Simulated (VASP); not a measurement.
Bi:

```xyz
1
Lattice="-1.9814 1.9814 1.9814 1.9814 -1.9814 1.9814 1.9814 1.9814 -1.9814" Properties=species:S:1:pos:R:3 pbc="T T T"
Bi    0.0000    0.0000    0.0000
```

This isn't the form of Bi at room conditions, which is rhombohedral.

- Program: VASP 6.6.1
- Task: single point
- Functional: PBEsol
- Potentials or basis: VASP PAW PBE potentials, release 64 (Bi_d)
- Cutoff: 520 eV
- k mesh: 9 × 9 × 9
- Occupations: fermi-dirac, width 0.05 eV
- Spin: no spin polarisation

On this cell: pressure -2.0 GPa; band gap on the k mesh none (metal or under the smearing width).

The same run follows on a disturbed copy (cell strained at random at fixed volume):

```
Bi
1.0
    -2.05109    1.93226    1.96372
     2.00913   -1.95414    1.94364
     2.06996    1.97301   -1.98560
Bi
1
Cartesian
  -0.0472 -0.0316 -0.0216
```

Task: What changes?

Result: The energy (extrapolated to zero smearing) moves by +5.8 meV/atom; pressure -2.0 GPa; band gap on the k mesh none (metal or under the smearing width).

Stress tensor (GPa, compression positive):
```
-2.71 -0.10  0.39
-0.10 -1.63  0.09
 0.39  0.09 -1.65
```

Caveats: the PAW data sets were made with another functional, which shifts forces and pressure a little; spin-orbit coupling is left out, which moves the levels of the heavy elements.
